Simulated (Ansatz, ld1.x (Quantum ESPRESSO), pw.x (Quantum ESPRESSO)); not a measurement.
**From atom to crystal: TM potential for Pt (Z = 78)**

* Element: Pt (Z = 78)
* Generator: ld1.x (Quantum ESPRESSO) 7.5
* Type: norm-conserving Troullier–Martins (Kleinman–Bylander form)
* Functional: PBE
* Relativity: scalar-relativistic
* Frozen core: [Xe] 4f14
* Valence charge: 10
* Reference configuration: 5d10 6s0 6p0
* Partial waves: 6p (bound, empty): rc 3.20 bohr; 5d (bound): rc 2.35 bohr; 6s (bound, empty): rc 2.50 bohr
* Local potential: the s channel
* Core correction: Bessel-smoothed model core inside 2.22 bohr

Crystal test: sc Pt in pw.x 7.5, no spin, 12³ k-points, Fermi–Dirac smearing 0.01 Ry, cutoffs 60/240 Ry. The reference is all-electron LAPW (Ansatz 0.2.0) with the same functional, mesh and smearing; V0 and B0 come from Birch–Murnaghan fits to the pressures at five volumes. Errors are pseudo minus all-electron; Δ is the rms difference of the E(V) curves that follow from these fits, minima aligned, over ±6 % about the mean V0. Mesh and smearing are coarse, so the numbers serve the comparison and aren't converged zero-temperature values; the lattice is a test structure that the element need not adopt.

| V (Å³/atom) | P all-electron (GPa) | P pseudo (GPa) |
| --- | --- | --- |
| 17.283 | 9.80 | 18.37 |
| 17.738 | 4.08 | 11.82 |
| 18.193 | -0.80 | 6.21 |
| 18.648 | -4.96 | 1.42 |
| 19.103 | -8.49 | -2.67 |

All-electron: a0 = 2.626 Å (V0 = 18.11 Å³/atom), B0 = 184.3 GPa.

Pseudopotential: mean pressure error (GPa): +7.10; a0 (Å): 2.659; a0 error (%): +1.24; B0 error (%): -5.9; Δ (meV/atom): 26.9. The largest radius (3.20 bohr) exceeds half the bond length (2.49 bohr), so the spheres overlap, which is one possible source of error among others. This is a poor potential for the solid.

Question: At the middle volume, how do free energy and pressure move when the wave cutoff is lowered (ecutrho kept at four times it)?

Answer:

| cutoff (Ry) | shift of F (meV/atom) | shift of P (GPa) |
| --- | --- | --- |
| 27 | +2039.1 | -99.66 |
| 36 | +74.3 | -6.54 |
| 48 | +7.2 | +0.12 |

The run at the middle volume (84 k-points, 7 iterations) took about 5.3 s on one core of a shared host (Neoverse-V2, 32 threads, 247 GiB, load 23).
